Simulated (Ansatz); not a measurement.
Runs of Ansatz 0.2.0 on PbS (Galena). The structure is cubic, space group Fm-3m (No. 225). The conventional cell has a = 5.931 Å, b = 5.931 Å, c = 5.931 Å, α = 90.00°, β = 90.00°, γ = 90.00°. Pb (site symmetry m-3m) is surrounded by 6 S at 2.97 Å. S (site symmetry m-3m) has 6 Pb at 2.97 Å as nearest neighbours. 

```csv
task,level,cell,cutoff (eV),smearing,gap on the mesh (eV),pressure (GPa),relaxed volume (Å³/atom)
single point,PBE,as given,178,gaussian 0.015 eV,0.36,2.2,-
band structure,BLYP,as given,178,fermi-dirac 0.05 eV,0.50,(b),-
relaxation of cell and atoms,LDA,relaxed,-,fermi-dirac 0.05 eV,-,0.0,24.95
single point,PBE,as given,178,gaussian 0.025 eV,0.36,2.2,-
single point,PBE,as given,178,gaussian 0.026 eV,0.36,2.2,-
relaxation of cell and atoms,BLYP+D3(BJ),relaxed,-,fermi-dirac 0.05 eV,0.55,0.0,(a)
single point,PBE,as given,178,gaussian 0.012 eV,0.36,2.2,-
single point,PBE,as given,178,gaussian 0.021 eV,0.36,2.2,-
```

Alike in all rows: potentials or basis all-electron LAPW, scalar-relativistic; no spin polarisation; k mesh 8 × 8 × 8; basis error allowed 0.001 eV/atom.

Task: Estimate the missing entries.

Result: (a) 26.55; (b) 5.9.

Caveats: spin-orbit coupling is left out, which as a rule narrows the gap of such compounds by several tenths of an eV (some runs).

A k mesh can miss the band edges, and the runs leave out spin-orbit coupling on Pb.
